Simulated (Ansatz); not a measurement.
Set up this calculation in Ansatz 0.2.0, as the native input.

```
Task                : phonons
Functional          : PBEsol
Potentials or basis : all-electron LAPW, scalar-relativistic
Cutoff              : 263 eV (chosen from the basis error)
Basis error allowed : 0.002 eV/atom
k mesh              : 10 × 10 × 10
Occupations         : fermi-dirac, width 0.05 eV
Spin                : no spin polarisation
```

Crystal: MoS2.

```
Mo S
1.0
     1.58550    0.91539    6.11500
    -1.58550    0.91539    6.11500
     0.00000   -1.83078    6.11500
Mo S
1 2
Direct
  0.00000 0.00000 0.00000
  0.25000 0.25000 0.25000
  0.75000 0.75000 0.75000
```

Measurements of this composition are mostly on another form, of space group No. 194.

One way to write it, as run:

input.yaml

```yaml
crystal:
  lattice:
    - [1.5855, 0.9153888518, 6.1149966667]
    - [-1.5855, 0.9153888518, 6.1149966667]
    - [0.0, -1.8307777036, 6.1149966667]
  atoms:
    - { symbol: Mo, position: [0.0, 0.0, 0.0] }
    - { symbol: S, position: [0.25, 0.25, 0.25] }
    - { symbol: S, position: [0.75, 0.75, 0.75] }
kpoints:
  mp_grid: { grid: [10, 10, 10] }
scf:
  occupations: { method: fermi_dirac, width: 0.05 }
hamiltonian:
  xc: pbesol
  pseudopotentials: { kind: all_electron, lapw: { basis_error: 0.002 } }
output: {}
phonons:
  method: fd
  supercell: [1, 1, 1]
```

Potentials or basis: all-electron LAPW, scalar-relativistic.

Run with:

```console
$ ansatz run input.yaml --threads 2 --pin off --max-ram 8192MiB --backend cpu --events-out ev --progress --plain --runs-dir out
```

It gave:

| Quantity | Value |
| --- | --- |
| Largest force | 0.758 eV/Å |
| Band gap on the k mesh | none (metal or under the smearing width) |
| Highest phonon frequency at Γ | 423 cm⁻¹ |

Caveat: a metal's response needs a denser mesh; the cell's inner coordinates are idealised or old, which leaves forces on the atoms.

It took 3.5 min on 2 threads of Arm Neoverse V2, with other jobs on the host, peak memory 0.96 GiB.
